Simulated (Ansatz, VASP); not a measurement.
# One calculation of Sc, two programs

```xyz
1
Lattice="0.0000 2.1570 2.2705 2.1570 0.0000 2.2705 2.1570 2.1570 0.0000" Properties=species:S:1:pos:R:3 pbc="T T T"
Sc    0.0000    0.0000    0.0000
```

Change from the starting cell: strain -0.050 along x and y, +0.000 along z, atoms carried along.

Alike in both runs: task single point; functional PBE; k mesh 18 × 18 × 18; occupations gaussian, width 0.15 eV; no spin polarisation.

```csv
,VASP,Ansatz
version,VASP 6.6.1,Ansatz 0.2.0
potentials or method,"VASP PAW PBE potentials, release 64 (Sc_sv)","scalar-relativistic, plane waves, PAW"
plane-wave cutoff (eV),520,420
valence electrons in the cell,11,11
```

Ansatz gave:

- gap on the k mesh at the Fermi level (eV): none
- pressure (GPa): 10.1
- largest component of the traceless stress (GPa): 1.11

Which values does VASP return?

gap on the k mesh at the Fermi level (eV): none; pressure (GPa): 10.2; largest component of the traceless stress (GPa): 1.12.

A gap of «none» marks a metal or a gap that the smearing closes. The functional is the same, so the differences come from potentials, cutoffs and numerics.
